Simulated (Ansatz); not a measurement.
# AlAs: zone-centre modes under pressure

AlAs, F-43m, a = 5.629 Å. Ansatz: LDA, PAW, 420 eV, Γ-centred 8×8×8 mesh on 2 atoms, fixed occupations; no spin polarisation. Cell and atoms are relaxed at each pressure with the symmetry kept; optical modes at Γ by linear response, in cm⁻¹, the highest, without the LO field.

| P (GPa) | V (Å³/atom) | ω1 |
| --- | --- | --- |
| 0 | 22.296 | 358.5 |
| 3 | 21.491 | 374.1 |
| 8 | 20.421 | 396.6 |
| 15 | 19.264 | ? |

Problem. Get the mode's Grüneisen parameter γ = −d ln ω/d ln V from the other rows and predict the missing frequency.

Solution. ln(V/V0) = 0.0000, -0.0368, -0.0878, -0.1462; a line through ln(ω/ω0) of the 3 known rows gives ω1: γ = 1.150 (intercept 0.0001), predicted 424.2, computed 423.7. The miss is 0.1 %, or 1 % of the shift under pressure, so a constant γ serves at that level.

The mesh isn't the same in all rows (8×8×8, 10×10×10).

Cost: 4 runs of about 2.8 core-minutes in all, on Intel Xeon Platinum 8488C (Sapphire Rapids) (shared hosts).